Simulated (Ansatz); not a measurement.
I:

```
I
1.0
     3.63503   -2.39502    0.00000
     3.63503    2.39502    0.00000
     0.00000    0.00000    9.79344
I
4
Direct
  0.64930 0.35070 0.38440
  0.14930 0.85070 0.11560
  0.35070 0.64930 0.61560
  0.85070 0.14930 0.88440
```

Base run:

```yaml
Program: Ansatz 0.2.0
Functional: r2SCAN50
Potentials_or_basis: Ansatz PAW
Cutoff: "500 eV (not typed: the program's choice for these potentials)"
k_mesh: 4 × 4 × 2
Occupations: fermi-dirac, width 0.05 eV
Spin: no spin polarisation
```

Its results: band gap on the k mesh 4.53 eV, indirect (least direct gap 4.85 eV); pressure 0.1 GPa; largest force 0.267 eV/Å.

Task: After a change of settings the same cell gave: band gap on the k mesh 8.19 eV, indirect (least direct gap 8.64 eV); pressure 3.7 GPa; largest force 0.534 eV/Å. Which change was it?
A. functional from r2SCAN50 to HF; cutoff from 500 eV (not typed: the program's choice for these potentials) to 420 eV (not typed: the program's choice for these potentials)
B. functional from r2SCAN50 to r2SCAN; k mesh from 4 × 4 × 2 to 7 × 7 × 3
C. functional from r2SCAN50 to revPBE; cutoff from 500 eV (not typed: the program's choice for these potentials) to 420 eV (not typed: the program's choice for these potentials); k mesh from 4 × 4 × 2 to 7 × 7 × 3
D. functional from r2SCAN50 to BLYP; cutoff from 500 eV (not typed: the program's choice for these potentials) to 420 eV (not typed: the program's choice for these potentials); k mesh from 4 × 4 × 2 to 7 × 7 × 3

Result: A.

Caveats: spin-orbit coupling is left out, which moves the levels of the heavy elements; the PAW data sets come from PBE, with cores solved anew for the run's functional, which leaves a small shift of forces and pressure; the thresholds are loose for stress.

Runs at the PBE level aren't shown here.
